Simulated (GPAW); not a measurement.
Crystal: TiCo.

```
Co Ti
1.0
     2.98611    0.00000    0.00000
     0.00000    2.98611    0.00000
     0.00000    0.00000    2.98611
Co Ti
1 1
Direct
  0.50000 0.50000 0.50000
  0.00000 0.00000 0.00000
```

The cell comes from a database or a generator and needn't be the stable form of this composition.

| Item | Value |
| --- | --- |
| Program | GPAW 26.7.0 |
| Task | relaxation of cell and atoms |
| Functional | PBEsol |
| Potentials or basis | PAW data sets generated in the run's folder for this functional |
| Cutoff | 600 eV |
| Basis | pw |
| k mesh | 9 × 9 × 9 |
| Occupations | fermi-dirac, width 0.05 eV |
| Spin | collinear spin, ferromagnetic start |
| Starting moments | [2.0, 1.0] μB |

At the start: pressure -8.5 GPa; volume 13.31 Å³/atom.

Task: How do energy, volume and symmetry change on relaxing?

Result: Over 4 steps the energy falls by 13.4 meV/atom and the volume is 12.67 Å³/atom (-4.8 %); space group Pm-3m (No. 221, to 0.05 Å); moment 0.60 μB per cell.

Step by step:
| step | energy change (eV) | largest force (eV/Å) | pressure (GPa) | volume (Å³) |
| --- | --- | --- | --- | --- |
| 1 | 0.0000 | 0.0000 | -8.46 | 26.63 |
| 2 | -0.0157 | 0.0000 | -6.11 | 26.23 |
| 3 | -0.0263 | 0.0000 | 0.46 | 25.27 |
| 4 | -0.0268 | 0.0000 | -0.02 | 25.34 |

Final structure:
```xyz
2
Lattice="2.9371 0.0000 0.0000 0.0000 2.9371 0.0000 0.0000 0.0000 2.9371" Properties=species:S:1:pos:R:3 pbc="T T T"
Co    1.4685    1.4685    1.4685
Ti    0.0000    0.0000    0.0000
```

Caveat: each step starts from the last one's moments, so a moment once lost doesn't come back; later steps reuse the first step's grids.
